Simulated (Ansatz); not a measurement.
Runs of Ansatz 0.2.0 on HfN. It takes space group P6_3/mmc (No. 194, hexagonal). The conventional cell has a = 3.134 Å, b = 3.134 Å, c = 5.417 Å, α = 90.00°, β = 90.00°, γ = 120.00°. Around Hf (site symmetry -6m2) lie 6 N at 2.26 Å. Around N (site symmetry -3m) lie 6 Hf at 2.26 Å. The cell comes from a database or a generator and needn't be the stable form of this composition.

```csv
task,level,k mesh,cutoff (eV),points for each segment of the path,atoms under strain,gap on the mesh (eV),pressure (GPa)
band structure,r2SCAN,10 × 10 × 5,500,14,-,none,2.2
density of states,PBEsol,8 × 8 × 4,420,-,-,none,-2.2
band structure,LDA,10 × 10 × 5,420,14,-,none,(a)
elastic constants,PBEsol,8 × 8 × 4,420,-,relaxed,none,-2.2
```

Alike in all rows: potentials or basis Ansatz PAW; no spin polarisation; cell as given; smearing fermi-dirac 0.05 eV.

Estimate the missing entries.

(a) -9.0.

Caveats: the PAW data sets come from PBE, with cores solved anew for the run's functional, which leaves a small shift of forces and pressure; spin-orbit coupling is left out, which moves the levels of the heavy elements (some runs); the density of states is complete only up to the lowest level of the last band computed (some runs); elastic constants of metals need much finer meshes, so these are rough (some runs).

A k mesh can miss the band edges, and the runs leave out spin-orbit coupling on Hf.

A gap of «none» marks a metal or a gap under the smearing width.
